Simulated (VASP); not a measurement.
# Tl in VASP: reference runs

Reference runs on Tl: the cell as given.

Program: VASP 6.6.1. These are calculated values, not measurements. Logs are shortened: lines on timing, memory, paths and dates and some standing lists are left out, and cuts for length are marked.

## Step 1: The cell of the first run

The cell holds a slab with vacuum, 3 atoms: a = 3.456 Å, b = 3.456 Å, c = 20.525 Å, α = 90.00°, β = 90.00°, γ = 120.00°.

The slab is cut from a database's or a generator's crystal, which needn't be the stable form of the element.

## Step 2: Single point, PBE (the (0 0 1) slab of Tl, cut from the database cell, not relaxed)

The input, INCAR:

```
  PREC = Accurate
  ENCUT = 520
  EDIFF = 1E-7
  ISMEAR = -1
  SIGMA = 0.05
  LREAL = False
  LASPH = True
  NELM = 100
  ALGO = Normal
  ISIF = 2
  LWAVE = False
  LCHARG = False
  LDIPOL = True
  IDIPOL = 3
  DIPOL = 0.5 0.5 0.500
  GGA = PE
  NBANDS = 26
```

The input, KPOINTS:

```
Automatic mesh
0
Gamma
  9 9 1
```

The input, POSCAR:

```
Tl
1.0
    3.4559983565      0.0000000000      0.0000000000
   -1.7279991782      2.9929823722      0.0000000000
    0.0000000000      0.0000000000     20.5250000000
Tl
3
Direct
    0.3333333333      0.6666666666      0.3654080390
    0.6666666667      0.3333333334      0.5000000000
    0.3333333333      0.6666666666      0.6345919610
```

Potentials or basis: VASP PAW PBE potentials, release 64 (Tl_d).

The run is started by

```bash
$ cat potpaw_PBE.64/Tl_d/POTCAR > POTCAR
$ mpirun -np 1 vasp_std > vasp.out
```

OUTCAR:

```text
PREC = Accurate
   ENCUT = 520
   EDIFF = 1E-7
   ISMEAR = -1
   LREAL = False
   LASPH = True
   NELM = 100
   ISIF = 2
   GGA = PE

 ion  position               nearest neighbor table
   1  0.333  0.667  0.365-   2 3.41   2 3.41   2 3.41
   2  0.667  0.333  0.500-   1 3.41   3 3.41   1 3.41   3 3.41   1 3.41   3 3.41
   3  0.333  0.667  0.635-   2 3.41   2 3.41   2 3.41

  LATTYP: Found a hexagonal cell.
 ALAT       =     3.4559983565
 C/A-ratio  =     5.9389495835

  Lattice vectors:

 A1 = (   3.4559983565,   0.0000000000,   0.0000000000)
 A2 = (  -1.7279991782,   2.9929823722,   0.0000000000)
 A3 = (   0.0000000000,   0.0000000000,  20.5250000000)

Analysis of symmetry for initial positions (statically):
=====================================================================
 Subroutine PRICEL returns:
 Original cell was already a primitive cell.

 Routine SETGRP: Setting up the symmetry group for a
 hexagonal supercell.

 Subroutine GETGRP returns: Found 12 space group operations
 (whereof 12 operations were pure point group operations)
 out of a pool of 24 trial point group operations.

The static configuration has the point symmetry D_3h.

Analysis of symmetry for dynamics (positions and initial velocities):
=====================================================================
 Subroutine PRICEL returns:
 Original cell was already a primitive cell.

 Routine SETGRP: Setting up the symmetry group for a
 hexagonal supercell.

 Subroutine GETGRP returns: Found 12 space group operations
 (whereof 12 operations were pure point group operations)
 out of a pool of 24 trial point group operations.

The dynamic configuration has the point symmetry D_3h.

 Subroutine INISYM returns: Found 12 space group operations
 (whereof 12 operations are pure point group operations),
 and found     1 'primitive' translations

----------------------------------------------------------------------------------------

                                     Primitive cell

  volume of cell :     212.3053

  direct lattice vectors                    reciprocal lattice vectors
     3.455998356  0.000000000  0.000000000     0.289351989  0.167057449  0.000000000
    -1.727999178  2.992982372  0.000000000     0.000000000  0.334114898  0.000000000
     0.000000000  0.000000000 20.525000000     0.000000000  0.000000000  0.048721072

  length of vectors
     3.455998356  3.455998357 20.525000000     0.334114898  0.334114898  0.048721072

  position of ions in fractional coordinates (direct lattice)
     0.333333333  0.666666667  0.365408039
     0.666666667  0.333333333  0.500000000
     0.333333333  0.666666667  0.634591961

  ion indices of the primitive-cell ions
   primitive index   ion index
                 1           1
                 2           2
                 3           3

----------------------------------------------------------------------------------------

 KPOINTS: Automatic mesh

Automatic generation of k-mesh.
 Grid dimensions read from file:
 generate k-points for:    9    9    1

 Generating k-lattice:

  Cartesian coordinates                     Fractional coordinates (reciprocal lattice)
     0.032150221  0.018561939  0.000000000     0.111111111 -0.000000000  0.000000000
     0.000000000  0.037123878  0.000000000     0.000000000  0.111111111  0.000000000
     0.000000000  0.000000000  0.048721072     0.000000000  0.000000000  1.000000000

  Length of vectors
     0.037123878  0.037123878  0.048721072

  Shift w.r.t. Gamma in fractional coordinates (k-lattice)
     0.000000000  0.000000000  0.000000000

 Subroutine IBZKPT returns following result:
 ===========================================

 Found     12 irreducible k-points:

 Following reciprocal coordinates:
            Coordinates               Weight
  0.000000  0.000000  0.000000      1.000000
  0.111111  0.000000  0.000000      6.000000
  0.222222  0.000000  0.000000      6.000000
  0.333333  0.000000  0.000000      6.000000
  0.444444  0.000000  0.000000      6.000000
  0.111111  0.111111  0.000000      6.000000
  0.222222  0.111111  0.000000     12.000000
  0.333333  0.111111  0.000000     12.000000
  0.444444  0.111111  0.000000      6.000000
  0.222222  0.222222  0.000000      6.000000
  0.333333  0.222222  0.000000     12.000000
  0.333333  0.333333  0.000000      2.000000
   k-points           NKPTS =     12   k-points in BZ     NKDIM =     12   number of bands    NBANDS=     26
   number of dos      NEDOS =    301   number of ions     NIONS =      3
   total plane-waves  NPLWV = 125440
   dimension x,y,z NGX =    28 NGY =   28 NGZ =  160
   dimension x,y,z NGXF=    56 NGYF=   56 NGZF=  320
   ions per type =               3
   NGX,Y,Z   is equivalent  to a cutoff of  13.47, 13.47, 12.96 a.u.
   NGXF,Y,Z  is equivalent  to a cutoff of  26.94, 26.94, 25.92 a.u.
 SYSTEM =  unknown system
   PREC   = accura    normal or accurate (medium, high low for compatibility)
   ISTART =      0    job   : 0-new  1-cont  2-samecut
   ICHARG =      2    charge: 1-file 2-atom 10-const
   ISPIN  =      1    spin polarized calculation?
   LNONCOLLINEAR =      F non collinear calculations
   LSORBIT =      F    spin-orbit coupling
   LASPH  =      T    aspherical Exc in radial PAW
   ENCUT  =  520.0 eV  38.22 Ry    6.18 a.u.   6.43  6.43 38.16*2*pi/ulx,y,z
   NELM   =    100;   NELMIN=  2; NELMDL= -5     # of ELM steps
   EDIFF  = 0.1E-06   stopping-criterion for ELM
   LREAL  =      F    real-space projection
   EDIFFG = 0.1E-05   stopping-criterion for IOM
   NSW    =      0    number of steps for IOM
   IBRION =     -1    ionic relax: 0-MD 1-quasi-New 2-CG
   NFREE  =      0    steps in history (QN), initial steepest desc. (CG)
   ISIF   =      2    stress and relaxation
   ISYM   =      2    0-nonsym 1-usesym 2-fastsym
   POTIM  = 0.5000    time-step for ionic-motion
   TEBEG  =    0.0;   TEEND  =   0.0 temperature during run
   PSTRESS=    0.0 pullay stress
   NELECT =      39.0000    total number of electrons
   NUPDOWN=      -1.0000    fix difference up-down
   EMIN   =  10.00;   EMAX   =-10.00  energy-range for DOS
   EFERMI =   0.00;   METHOD = LEGACY
   ISMEAR =    -1;   SIGMA  =   0.05  broadening in eV -4-tet -1-fermi 0-gaus
   EFERMI_NEDOS =   21; number of points for ismear=-14 and -15
   IALGO  =     38    algorithm
   IMIX   =      4    mixing-type and parameters
     AMIX     =   0.40;   BMIX     =  1.00
     AMIX_MAG =   1.60;   BMIX_MAG =  1.00
  volume/ion in A,a.u.               =      70.77       477.57
  Fermi-wavevector in a.u.,A,eV,Ry     =   0.930628  1.758632 11.783575  0.866068
  Thomas-Fermi vector in A             =   2.057036
   LORBIT       =      0    0 simple, 1 ext, 2 COOP (PROOUT), +10 PAW based schemes
   GGA     = PE    functional components
   LHFCALC =     F    Hartree Fock is set to
   AEXX    =    0.0000 exact exchange contribution
   IVDW    =     0    specifies the selected vdW correction
   LEPSILON=     F    determine dielectric tensor
   LRPA    =     F    only Hartree local field effects (RPA)
 non-spin polarized calculation
  energy-cutoff  :      520.00
  volume of cell :      212.31
 maximum number of plane-waves:      5767
 NGX is ok and might be reduce to    28
   NGX = 13   NGY = 13   NGZ = 77

 dipolmoment           0.000000      0.000000      0.000000 electrons x Angstroem

 number of electron      38.9999999 magnetization

 dipolmoment           0.000000      0.000000     -0.000000 electrons x Angstroem

 Free energy of the ion-electron system (eV)
  ---------------------------------------------------
  ext. energy  EPLUGINS =         0.00000000
  ---------------------------------------------------
  free energy    TOTEN  =        -6.33973910 eV

  energy without entropy =       -6.32193792  energy(sigma->0) =       -6.33083851

 E-fermi :   0.5084     XC(G=0):  -4.8410

 val. band max:        0.4001352199   @ k =   0.2222   0.1111   0.0000
 cond. band min:       0.5330996685   @ k =   0.2222   0.2222   0.0000
 fundamental gap:      0.1329644486
 Fermi energy:         0.5083518863

 k-point     1 :       0.0000    0.0000    0.0000
  band No.  band energies     occupation
      1     -11.2914      2.00000
      2     -11.2033      2.00000
      3     -11.1188      2.00000
      4     -11.1057      2.00000
      5     -11.1057      2.00000
      6     -11.0906      2.00000
[... 18 lines left out ...]
     25       8.2569      0.00000
     26       8.7706      0.00000

 k-point     2 :       0.1111    0.0000    0.0000
  band No.  band energies     occupation
      1     -11.2595      2.00000
      2     -11.1784      2.00000
      3     -11.1282      2.00000
      4     -11.0970      2.00000
      5     -11.0956      2.00000
      6     -11.0584      2.00000
[... 18 lines left out ...]
     25       6.6147      0.00000
     26       7.6144      0.00000

 k-point     3 :       0.2222    0.0000    0.0000
  band No.  band energies     occupation
      1     -11.2791      2.00000
      2     -11.2047      2.00000
      3     -11.1450      2.00000
      4     -11.0956      2.00000
      5     -11.0726      2.00000
      6     -11.0106      2.00000
[... 18 lines left out ...]
     25       5.8528      0.00000
     26       6.4746      0.00000

 k-point     4 :       0.3333    0.0000    0.0000
  band No.  band energies     occupation
      1     -11.3510      2.00000
      2     -11.2652      2.00000
      3     -11.2125      2.00000
      4     -11.1885      2.00000
      5     -11.1105      2.00000
      6     -11.0357      2.00000
[... 18 lines left out ...]
     25       5.5215      0.00000
     26       5.8677      0.00000
[... 148 lines left out ...]
      1     -11.2301      2.00000
      2     -11.2278      2.00000
      3     -11.1717      2.00000
      4     -11.1408      2.00000
      5     -11.0657      2.00000
      6     -11.0514      2.00000
[... 18 lines left out ...]
     25       4.5119      0.00000
     26       4.9925      0.00000

 k-point    11 :       0.3333    0.2222    0.0000
  band No.  band energies     occupation
      1     -11.2631      2.00000
      2     -11.2324      2.00000
      3     -11.1601      2.00000
      4     -11.1591      2.00000
      5     -11.0567      2.00000
      6     -11.0200      2.00000
[... 18 lines left out ...]
     25       3.9470      0.00000
     26       5.4724      0.00000

 k-point    12 :       0.3333    0.3333    0.0000
  band No.  band energies     occupation
      1     -11.2582      2.00000
      2     -11.1985      2.00000
      3     -11.1734      2.00000
      4     -11.0487      2.00000
      5     -11.0190      2.00000
      6     -11.0095      2.00000
[... 18 lines left out ...]
     25       3.8611      0.00000
     26       5.2410      0.00000

------------------------ aborting loop because EDIFF is reached ----------------------------------------

 vacuum level on the upper side and lower side of the slab       (xc-potential included)        -0.157        -0.157

  FORCE on cell =-STRESS in cart. coord.  units (eV):
  Direction    XX          YY          ZZ          XY          YZ          ZX
  --------------------------------------------------------------------------------------
  -------------------------------------------------------------------------------------
  Total        0.4415347      0.4415347      0.8229261      0.0000000      0.0000000      0.0000000
  in kB        3.3320738      3.3320738      6.2102709      0.0000000      0.0000000      0.0000000
  external PRESSURE =       4.2914729 kB  Pullay stress =       0.0000000 kB

 VOLUME and BASIS-vectors are now :
 -----------------------------------------------------------------------------
  energy-cutoff  :      520.00
  volume of cell :      212.31
      direct lattice vectors                 reciprocal lattice vectors
     3.455998356  0.000000000  0.000000000     0.289351989  0.167057449  0.000000000
    -1.727999178  2.992982372  0.000000000     0.000000000  0.334114898  0.000000000
     0.000000000  0.000000000 20.525000000     0.000000000  0.000000000  0.048721072

 POSITION                                       TOTAL-FORCE (eV/Angst)
 -----------------------------------------------------------------------------------
      0.00000      1.99532      7.50000         0.000000      0.000000     -0.156912
      1.72800      0.99766     10.26250        -0.000000      0.000000      0.000000
      0.00000      1.99532     13.02500         0.000000     -0.000000      0.156912
 -----------------------------------------------------------------------------------
    total drift:                                0.000000      0.000000     -0.000000

  FREE ENERGIE OF THE ION-ELECTRON SYSTEM (eV)
  ---------------------------------------------------
  free  energy   TOTEN  =        -6.3397390997 eV

  energy  without entropy=       -6.3219379204  energy(sigma->0) =       -6.33083851

 vacuum level on the upper side and lower side of the slab         4.076         4.076
```

It took 66 s on 1 thread of AMD EPYC 9R14 (Zen 4), shared host; peak memory 0.3 GiB.

Results:

```yaml
Free_energy: -6.3397 eV
Largest_force: 0.157 eV/Å
Band_gap_on_the_k_mesh: none (metal or under the smearing width)
```

Forces in eV/Å, atoms in the order of the input:
```
Tl   0.000  0.000 -0.157
Tl   0.000  0.000  0.000
Tl   0.000  0.000  0.157
```

Spin-orbit coupling is left out, which matters for the levels of Tl.
